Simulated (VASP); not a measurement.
TePb:

```
Te Pb
1.0
     0.00000    3.22185    3.22185
     3.22185    0.00000    3.22185
     3.22185    3.22185    0.00000
Te Pb
1 1
Cartesian
  3.2219 3.2219 3.2219
  0.0000 0.0000 0.0000
```

Base run:

| Property | Result |
| --- | --- |
| Program | VASP 6.6.1 |
| Functional | r2SCAN |
| Potentials or basis | VASP PAW PBE potentials, release 64 (Te, Pb_d) |
| Cutoff | 520 eV |
| k mesh | 8 × 8 × 8 |
| Occupations | gaussian, width 0.03 eV |
| Spin | no spin polarisation |

Its results: band gap on the k mesh 1.00 eV, direct; pressure 2.0 GPa.

**Question.** The run is repeated on the same cell with these changes: functional from r2SCAN to PBEsol. What comes out?

**Answer.** Band gap on the k mesh 0.65 eV, direct; pressure 0.0 GPa.

r2SCAN gives the wider gap, since meta-GGAs in the generalised Kohn-Sham scheme recover part of the derivative discontinuity.

Caveats: the PAW data sets were made with another functional, which shifts forces and pressure a little; spin-orbit coupling is left out, which as a rule narrows the gap of such compounds by several tenths of an eV.
